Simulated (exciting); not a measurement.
Consider PbF2 (Fluorocronite), space group Fm-3m.

```cif
data_structure
_symmetry_space_group_name_H-M 'P 1'
_symmetry_Int_Tables_number 1
_cell_length_a 4.1912
_cell_length_b 4.1912
_cell_length_c 4.1912
_cell_angle_alpha 60.000
_cell_angle_beta 60.000
_cell_angle_gamma 60.000
_cell_volume 52.06
loop_
_atom_site_label
_atom_site_type_symbol
_atom_site_fract_x
_atom_site_fract_y
_atom_site_fract_z
_atom_site_occupancy
Pb1 Pb 0.00000 0.00000 0.00000 1
F2 F 0.75000 0.75000 0.75000 1
F3 F 0.25000 0.25000 0.25000 1
```

Absorber: atom 2, with 4 Pb at 2.57 Å (tetrahedral, site symmetry -43m). Method: exciting, all-electron LAPW+lo, PBEsol, exchange and screened direct term (singlet BSE), 5×5×5 shifted k points, 20 conduction bands, |G+q| up to 3 bohr⁻¹, full RPA screening with nempty = 43, Lorentzian half width 0.45 eV.

The database entry behind the starting cell differs from later determinations by our own check (0.1 to 0.3 % short, probably kX units), so it need not match the best structure at ambient conditions.

Question: What does the F K spectrum look like, and is there a bound core exciton?

Bound core exciton? Yes on this mesh: the first bright state (over 5 % of the brightest) lies at -0.64 eV from the Kohn–Sham onset; weaker or dark states reach down to -1.20 eV. Maxima (height): -0.6 eV (1.00), 1.0 eV (0.44), 8.7 eV (0.36) and 10.9 eV (0.31).

Energy from the Kohn–Sham onset, core level to the lowest empty state found on the meshes used; Im ε in relative units:

```tsv
E (eV)	Im ε
-4.0	0.02
-3.5	0.03
-3.0	0.04
-2.5	0.06
-2.0	0.11
-1.5	0.22
-1.0	0.59
-0.5	0.96
0.0	0.52
0.5	0.40
1.0	0.44
1.5	0.35
2.0	0.22
2.5	0.14
3.0	0.08
3.5	0.07
4.0	0.08
4.5	0.09
5.0	0.08
5.5	0.08
6.0	0.08
6.5	0.09
7.0	0.10
7.5	0.12
8.0	0.17
8.5	0.34
9.0	0.30
9.5	0.26
10.0	0.27
10.5	0.30
11.0	0.30
11.5	0.25
12.0	0.18
12.5	0.14
13.0	0.10
13.5	0.09
14.0	0.08
14.5	0.08
15.0	0.08
15.5	0.08
16.0	0.09
16.5	0.10
17.0	0.12
17.5	0.14
18.0	0.14
18.5	0.15
```

Binding energies aren't converged on 125 k points. The kernel cutoff is low for a compact core orbital, so the effect of exchange is a lower bound. The zero comes from the unshifted 4×4×4 ground-state mesh; it is exact only where the band minimum lies on that mesh. The structure is a published determination, not relaxed.

[Banner, clock and machine lines of the logs are left out without a mark of their own.]

[Logs are printed without paths, hosts, clocks, repeated set-up lines and the standing remarks that a program may print on its own settings, such as how far it seeks lower states.]

[Hosts, paths, dates, database ids (printed as entryN), source tags and the programs' standing remarks are cut or masked in the printed files.]
